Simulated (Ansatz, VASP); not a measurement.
**One calculation of V, two programs**

INCAR

```
PREC = Accurate
ENCUT = 520
EDIFF = 1E-7
ISMEAR = 0
SIGMA = 0.1
LREAL = False
LASPH = True
NELM = 150
ALGO = Normal
ISIF = 2
LWAVE = False
LCHARG = True
ISPIN = 2
MAGMOM = 2
LORBIT = 11
LMAXMIX = 4
GGA = PE
LELF = True
LVHAR = True
NBANDS = 16
```

Contents of KPOINTS:

```
Automatic mesh
0
Gamma
  8 8 8
```

Contents of POSCAR:

```
V
1.0
    0.0000000000      1.8950000000      1.8950000000
    1.8950000000      0.0000000000      1.8950000000
    1.8950000000      1.8950000000      0.0000000000
V
1
Direct
    0.0000000000      0.0000000000      0.0000000000
```

Input for Ansatz:

```yaml
crystal:
  lattice:
    - [0.0, 1.895, 1.895]
    - [1.895, 0.0, 1.895]
    - [1.895, 1.895, 0.0]
  atoms:
    - { symbol: V, position: [0.0, 0.0, 0.0], spin: 2.0 }
basis:
  ecutwfc: 420
kpoints:
  mp_grid: { grid: [8, 8, 8] }
hamiltonian:
  xc: pbe
scf:
  occupations: { method: gaussian, width: 0.1 }
  lower_state_search: "off"
output:
  forces: true
  stress: true
  eigenvalues: true
  populations: true
magnetization:
  spin_polarized: true
```

This isn't the form of V at room conditions, which is bcc.

Alike in both runs: task single point; functional PBE; k mesh 8 × 8 × 8; occupations gaussian, width 0.1 eV; collinear spin.

```csv
,VASP,Ansatz
version,VASP 6.6.1,Ansatz 0.2.0
potentials or method,"VASP PAW PBE potentials, release 64 (V_sv)","scalar-relativistic, plane waves, PAW"
plane-wave cutoff (eV),520,420
valence electrons in the cell,13,13
```

|  | VASP | Ansatz | Ansatz less VASP |
| --- | --- | --- | --- |
| gap on the k mesh at the Fermi level (eV) | none | none | - |
| pressure (GPa) | 4.5 | 4.3 | -0.20 |
| net moment per atom (μB) | 0.00 | 0.00 | 0.000 |

A gap of «none» marks a metal or a gap that the smearing closes. Ansatz warned: «seeded_moment_not_kept».
